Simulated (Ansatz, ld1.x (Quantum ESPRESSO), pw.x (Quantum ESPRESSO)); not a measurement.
**What a changed setting does to a pw.x run (diamond As)**

Potential: norm-conserving Troullier–Martins (Kleinman–Bylander form), ld1.x (Quantum ESPRESSO) 7.5, PBE; core [Ar] 3d10, reference 4s1.75 4p3.25; waves: 4s (bound): rc 1.75 bohr; 4p (bound): rc 1.45 bohr; 4d channel at 0.62 Ry: rc 1.90 bohr; local part: all-electron potential smoothed inside 1.70 bohr (lloc = -1); core correction: Bessel-smoothed model core inside 0.85 bohr.

The reference run (k-mesh 8³, cutoffs 100/400 Ry, Fermi–Dirac 0.01 Ry, mixing_beta 0.4, conv_thr 1e-9, no spin) gives -0.43 GPa at 28.643 Å³/atom, where all-electron LAPW gives 0.02 GPa. This run, with its own iteration cap, changes conv_thr to 1e-12.

```
&control
  calculation='scf', prefix='x', pseudo_dir='./', outdir='./tmp', tstress=.true., disk_io='none'
/
&system
  ibrav=0, nat=2, ntyp=1, ecutwfc=100, ecutrho=400, nbnd=12,
  occupations='smearing', smearing='fd', degauss=0.01
/
&electrons
  conv_thr=1e-12, mixing_beta=0.4, electron_maxstep=50
/
ATOMIC_SPECIES
As 1.0 As.UPF
CELL_PARAMETERS angstrom
  0.00000000 3.05965764 3.05965764
  3.05965764 0.00000000 3.05965764
  3.05965764 3.05965764 0.00000000
ATOMIC_POSITIONS crystal
As 0.0000 0.0000 0.0000
As 0.2500 0.2500 0.2500
K_POINTS automatic
8 8 8 0 0 0
```

```bash
pw.x < As.scf.in > As.scf.out
```

**Question.** How does the run end?

**Answer.** It converges in 10 iterations; the free energy moves by +0.0 meV/atom and the pressure by +0.00 GPa. The result is that of the reference run.

```
Message from routine setup:
     using ibrav=0 with symmetry is DISCOURAGED, use correct ibrav instead
     lattice parameter (alat)  =       8.1769  a.u.
     unit-cell volume          =     386.5851 (a.u.)^3
     number of electrons       =        10.00
     number of Kohn-Sham states=           12
     kinetic-energy cutoff     =     100.0000  Ry
     charge density cutoff     =     400.0000  Ry
     scf convergence threshold =      1.0E-12
     Exchange-correlation= PBE
     number of k points=    29  Fermi-Dirac smearing, width (Ry)=  0.0100
     iteration #  1     ecut=   100.00 Ry     beta= 0.40
     total energy              =    -140.63979703 Ry
     estimated scf accuracy    <       0.01618685 Ry
     iteration #  2     ecut=   100.00 Ry     beta= 0.40
     total energy              =    -140.63901876 Ry
     estimated scf accuracy    <       0.00408457 Ry
     iteration #  3     ecut=   100.00 Ry     beta= 0.40
     total energy              =    -140.63927190 Ry
     estimated scf accuracy    <       0.00008427 Ry
     iteration #  4     ecut=   100.00 Ry     beta= 0.40
     total energy              =    -140.63928000 Ry
     estimated scf accuracy    <       0.00000048 Ry
     iteration #  5     ecut=   100.00 Ry     beta= 0.40
     total energy              =    -140.63928017 Ry
     estimated scf accuracy    <       0.00000021 Ry
     iteration #  6     ecut=   100.00 Ry     beta= 0.40
     total energy              =    -140.63928017 Ry
     estimated scf accuracy    <          1.3E-09 Ry
     iteration #  7     ecut=   100.00 Ry     beta= 0.40
     total energy              =    -140.63928017 Ry
     estimated scf accuracy    <          4.4E-10 Ry
     iteration #  8     ecut=   100.00 Ry     beta= 0.40
     total energy              =    -140.63928017 Ry
     estimated scf accuracy    <          1.2E-11 Ry
     iteration #  9     ecut=   100.00 Ry     beta= 0.40
     total energy              =    -140.63928017 Ry
     estimated scf accuracy    <          6.7E-12 Ry
     iteration # 10     ecut=   100.00 Ry     beta= 0.40
     the Fermi energy is     4.5604 ev
!    total energy              =    -140.63928017 Ry
     estimated scf accuracy    <          4.6E-14 Ry
     smearing contrib. (-TS)   =      -0.00602308 Ry
     The total energy is F=E-TS. E is the sum of the following terms:
     one-electron contribution =       2.67112846 Ry
     hartree contribution      =       2.74164192 Ry
     xc contribution           =    -122.75444473 Ry
     ewald contribution        =     -23.29158275 Ry
     convergence has been achieved in  10 iterations
          total   stress  (Ry/bohr**3)                   (kbar)     P=       -4.34
     Message from routine punch:
     Nothing written, as per user request (disk_io='none')
```

The run took about 50 s on one core of a shared host (Neoverse-V1, 32 threads, 247 GiB, load 21).
